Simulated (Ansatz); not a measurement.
The system is Si.

```
Si
1.0
     0.00000    2.72185    2.72185
     2.72185    0.00000    2.72185
     2.72185    2.72185    0.00000
Si
2
Direct
  0.50000 0.50000 0.50000
  0.75000 0.75000 0.75000
```

Below is the output of Ansatz 0.2.0 for this cell. Logs are shortened: lines on timing, memory, paths and dates and some standing lists are left out, and cuts for length are marked.

```text
Warning: RAYON_NUM_THREADS=1 ignored (pool sized by the plan → 1); use --threads N
The last accepted step is kept in <dir> (removed where the run ends without a failure and the disk answers)
LAPW: plane waves up to 7.927 Å⁻¹, error target 1.0e-3 eV per atom; small_component_spin mean_spin; Si in spheres of 1.143 Å, 12 of its electrons in bands, Dirac shells [] (how accurate: hamiltonian.pseudopotentials.lapw.basis_error, Limitations)
Engine: ansatz 0.2.0, aarch64-unknown-linux-gnu
Pseudopotentials: kind: all_electron
Pseudopotential: Si, LAPW, valence charge 12, lapw/all_electron/scalar/gaussian/Si, Koelling and Harmon's equation, gaussian nucleus
Functional definition: PBEsol
  exchange = pbesol_x
  correlation = pbesol_c
Crystal: 2 atoms, lattice volume = 40.330 Å³
Basis set: ecut = 239.39343594489713 eV, 331 PW (Γ), exchange–correlation at level 2
Bands: 16, of which v1, the nominal top of the filled ones, is band 12 counted from 1 (11 counted from 0)
Symmetry: 48 space group operations
Space group: Fd-3m (ITA 227), of the structure as read, at distance tolerance 3.4e-5 Å
k-points: 29 of 512
Non-local potential: Si, projectors of the file, none
Initial density: superposition of atomic densities (chi_scale 0.1, normalization cell)
Initial wavefunctions: plane waves of lowest kinetic energy (no species holds an atomic orbital)
Functional: x = pbesol(κ = 0.804, μ = 0.12345679012345678), c = pbesol(β = 0.046)
iter 1 solved again at ethr=3.01e-3 eV; its pass at ethr=1.00e-1 eV (dr2=7.23e-1 eV) is discarded
SCF iter   1: F=—  HF=-15756.125774 eV  |F-HF|=—  |Δ(HF+E_count)|=         —  Δρ=4.20e-2  dr2=7.26e-1  ethr=3.01e-3  ⟨swp⟩=2.0  Hψ=3288  notcnv=0
preconditioner: auto → none  [insulator: Δε(μ)=0.866 eV  Ē_g=9.526 eV  σ=0.050 eV  W_gap=1.00  n_scr=14 (ndim 8)  ℏωp=16.5 eV  f_vac=0.000  D(μ)=0.00/eV (n_scr^D=0)  ε∞_Penn≈4.0]
SCF iter   2: F=—  HF=-15755.947348 eV  |F-HF|=—  |Δ(HF+E_count)|=   1.78e-1  Δρ=1.74e-2  dr2=1.06e-1  ethr=3.01e-3  ⟨swp⟩=2.0  Hψ=1278  notcnv=0
iter 3 solved again at ethr=1.51e-6 eV; its pass at ethr=4.42e-4 eV (dr2=3.63e-4 eV) is discarded
SCF iter   3: F=—  HF=-15755.921314 eV  |F-HF|=—  |Δ(HF+E_count)|=   2.60e-2  Δρ=1.31e-3  dr2=3.60e-4  ethr=1.51e-6  ⟨swp⟩=3.0  Hψ=2330  notcnv=0
[... 42 lines left out ...]
SCF iter   1: F=—  HF=-15755.606831 eV  |F-HF|=—  |Δ(HF+E_count)|=         —  Δρ=5.72e-6  dr2=6.66e-9  ethr=2.77e-11  ⟨swp⟩=4.1  Hψ=2298  notcnv=0
preconditioner: auto → none  [insulator: Δε(μ)=0.231 eV  Ē_g=10.170 eV  σ=0.050 eV  W_gap=0.79  n_scr=14 (ndim 8)  ℏωp=17.9 eV  f_vac=0.003  D(μ)=0.07/eV (n_scr^D=0)  ε∞_Penn≈4.1]
SCF iter   2: F=-15755.606831 eV  HF=-15755.606831 eV  |F-HF|=1.69e-9  |Δ(HF+E_count)|=  2.33e-10  Δρ=2.96e-6  dr2=1.83e-9  ethr=2.77e-11  ⟨swp⟩=2.1  Hψ=1168  notcnv=0
SCF 5 converged in 2 iterations: F = -15755.606831 eV  dr2 = 1.83e-9
relax step   5: F+E_penalty+E_count = -15755.60683116 eV  Δ(F+E_penalty+E_count) = +5.684e-7 eV  max|allowed force component| = 6.245e-17 eV/Å  Δτ_max = 0.0000 Å  P = +19.994 GPa  Ω = 34.332 Å³  stress off target by 5.71e-3 GPa  SCF on the basis re-selected at this cell (its energy is not comparable with the rows above)  (2 SCF iters)
basis re-selected at this cell: Δ(F+E_penalty+E_count) = +5.684e-7 eV, ΔP = +0.000 GPa vs the last step (what re-selecting the basis moved, after the strain that the cell walked since its last selection, with what the two solves' SCF thresholds leave and, on support functions, any second-order correction that the steps lacked; it is no measure of the basis error at this ecutwfc). This SCF's stress stands 5.71e-3 GPa from its target on what of the cell is left free (relax.cell.stress_tol is 5.00e-2 GPa) and its largest allowed force component is 6.25e-17 eV/Å (relax.f_tol is 5.00e-3 eV/Å): within both
SCF converged after 2 iterations
Free energy (F): -15755.606831 eV
Harris-Foulkes:  -15755.606831 eV  (|F-HF|=1.69e-9)
Internal energy: -15755.606150 eV  (E = F + TS)
E sigma→0 (E₀):  -15755.606490 eV
Entropy (-TS):   -0.000682 eV (-0.341 meV/atom)
Fermi energy:    9.431822 eV
--- Per-component energies (eV) ---
  E_band       = -1426.081006
  E_kinetic    = 15808.764210
  E_xc         = -1109.455085
  E_electrostatic = -30454.915274  (all electrons and nuclei)
  E_smearing   = -0.000682  (= −TS)
  E_closure    = 0.000000  (closes the sum)
  E_atoms      = -15744.421745  (free atoms, spherical and without spin; not in F)
  Σ components = -15755.606831   (vs F -15755.606831, Δ=0.00e0)
  Basis errors (estimates in eV, not in F): energy 6.5e-4 per atom: plane waves 6.1e-4 (3.7e-4 summed), levels above the bands 9.0e-42, relativity 1.0e-8, radial functions 4.9e-5, core shells 8.7e-14; eigenvalues (radial functions only) 5.3e-7; not estimated: angular momenta, meshes, grids; target (lapw.basis_error) 1.0e-3; muffin-tin radii Si 1.084 Å
--- Forces (eV/Å), atoms counted from 1 ---
  atom   1  Si    -0.00000000    -0.00000000    -0.00000000
  atom   2  Si     0.00000000     0.00000000     0.00000000
  max |Σ_I F_I| component: 1.62e-17 eV/Å
--- Stress (GPa, compression-positive) ---
       19.994286       0.000000       0.000000
        0.000000      19.994286       0.000000
        0.000000       0.000000      19.994286
  P = ⅓ Tr σ = 19.9943 GPa (199.943 kbar)
--- Relaxed structure (4 steps of the walk, 4 accepted, 1 SCFs on fresh bases) ---
  F+E_penalty+E_count = -15755.60683116 eV   max|allowed force component| = 6.245e-17 eV/Å   (the final SCF, on the basis selected at the relaxed cell)
  cell:  # Å, volume = 34.3324 Å³
    - [2.3948248554609272e-33, 2.579634741576639, 2.579634741576639]
    - [2.579634741576639, 3.261038101053178e-33, 2.579634741576639]
    - [2.579634741576639, 2.579634741576639, 4.432973668619164e-33]
  atoms:
    - { symbol: Si, position: [0.49999999999999994, 0.49999999999999994, 0.49999999999999994] }
    - { symbol: Si, position: [0.7499999999999998, 0.7499999999999998, 0.7499999999999998] }
```

Problem. What input gives this log?

Solution. Relaxation of cell and atoms with PBEsol, no spin polarisation. The files as run (others can give the same):

input.yaml
```yaml
crystal:
  lattice:
    - [0.0, 2.7218511865, 2.7218511865]
    - [2.7218511865, 0.0, 2.7218511865]
    - [2.7218511865, 2.7218511865, 0.0]
  atoms:
    - { symbol: Si, position: [0.5, 0.5, 0.5] }
    - { symbol: Si, position: [0.75, 0.75, 0.75] }
kpoints:
  mp_grid: { grid: [8, 8, 8] }
scf:
  occupations: { method: fermi_dirac, width: 0.05 }
hamiltonian:
  xc: pbesol
  pseudopotentials: { kind: all_electron, lapw: { basis_error: 0.001 } }
output:
  forces: true
  stress: true
relax:
  f_tol: 0.005
  max_steps: 60
  cell: { p_target: 20 }
```

Potentials or basis: all-electron LAPW, scalar-relativistic.
Run with:
```bash
$ ansatz run input.yaml --threads 1 --pin off --max-ram 3072MiB --backend cpu --events-out ev --progress --plain --runs-dir out
```
